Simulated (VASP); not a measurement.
A run of VASP 6.6.1:

INCAR

```
SYSTEM = N
PREC = Accurate
ENCUT = 520
EDIFF = 1E-6
ISMEAR = 0
SIGMA = 0.1
LREAL = .FALSE.
LASPH = .TRUE.
NELM = 100
ALGO = Normal
ISIF = 2
LWAVE = .FALSE.
LCHARG = .FALSE.
GGA = PE
IVDW = 12
NBANDS = 18
```

Contents of KPOINTS:

```
Automatic mesh
0
G
  4 4 4
  0 0 0
```

Contents of POSCAR:

```
N
1.0
    4.0840619700      0.0000000000      0.0000000000
    0.0000000000      4.0840619700      0.0000000000
    0.0000000000      0.0000000000      5.3459132500
N
4
Direct
    0.9042752000      0.9042752000      0.0000000000
    0.5957248000      0.4042752000      0.5000000000
    0.0957248000      0.0957248000      0.0000000000
    0.4042752000      0.5957248000      0.5000000000
```

Potentials or basis: VASP PAW PBE potentials, release 64 (N).

The run is started by

```bash
$ cat potpaw_PBE.64/N/POTCAR > POTCAR
$ mpirun -np 1 vasp_std > vasp.out
```

Hardware: 1 thread of Intel(R) Xeon(R) 6975P-C (Granite Rapids), with other jobs on the host.

Task: How long does it take, and how much memory?

Result: It took 9.4 s on 1 thread of Intel(R) Xeon(R) 6975P-C (Granite Rapids), on a shared host, peak memory 0.18 GiB. Counts: scf iterations 12, k points 18.
